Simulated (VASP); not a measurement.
Wanted: the native input for a VASP 6.6.1 run.

| Quantity | Value |
| --- | --- |
| Task | relaxation of cell and atoms |
| Functional | AM05 |
| Potentials or basis | VASP PAW PBE potentials, release 64 (Si, Ni) |
| Cutoff | 600 eV |
| k mesh | 12 × 12 × 12 |
| Occupations | methfessel-paxton, width 0.1 eV |
| Spin | no spin polarisation |
| Further INCAR settings | ALGO = Normal; EDIFF = 1e-06; IBRION = 2; EDIFFG = -0.01; NSW = 90; ISIF = 3 |

The structure of Si2Ni lies in POSCAR:

```
Si2Ni
1.0
    0.0000000000      2.7030000000      2.7030000000
    2.7030000000      0.0000000000      2.7030000000
    2.7030000000      2.7030000000      0.0000000000
Si Ni
2 1
Direct
    0.2500000000      0.2500000000      0.2500000000
    0.7500000000      0.7500000000      0.7500000000
    0.0000000000      0.0000000000      0.0000000000
```

These files were run (other wordings do the same):

INCAR

```
SYSTEM = Si2Ni
PREC = Accurate
ENCUT = 600
EDIFF = 1E-6
ISMEAR = 1
SIGMA = 0.1
LREAL = .FALSE.
LASPH = .TRUE.
NELM = 80
ALGO = Normal
ISIF = 3
LWAVE = .FALSE.
LCHARG = .FALSE.
GGA = AM
IBRION = 2
NSW = 90
EDIFFG = -0.01
```

KPOINTS

```
regular mesh
0
G
  12 12 12
  0 0 0
```

Potentials or basis: VASP PAW PBE potentials, release 64 (Si, Ni).

The run is started by

```sh
$ cat potpaw_PBE.64/Si/POTCAR potpaw_PBE.64/Ni/POTCAR > POTCAR
$ mpirun -np 1 vasp_std > vasp.out
```

Results of the run:

* Relaxed volume: 12.96 Å³/atom
* Relaxed cell: a = 3.803 Å, b = 3.803 Å, c = 3.803 Å, α = 60.00°, β = 60.00°, γ = 60.00°
* Space group after relaxing (to 0.05 Å): Fm-3m (No. 225)
* Energy gained by relaxing: 1.7 meV/atom
* Ionic steps: 3
* Pressure after relaxing: 0.0 GPa
* Band gap on the k mesh: none (metal or under the smearing width)

Caveat: the PAW data sets were made with another functional, which shifts forces and pressure a little.

Run time: 41 s on 1 thread of Intel(R) Xeon(R) 6975P-C (Granite Rapids), on a shared host, peak memory 0.21 GiB.
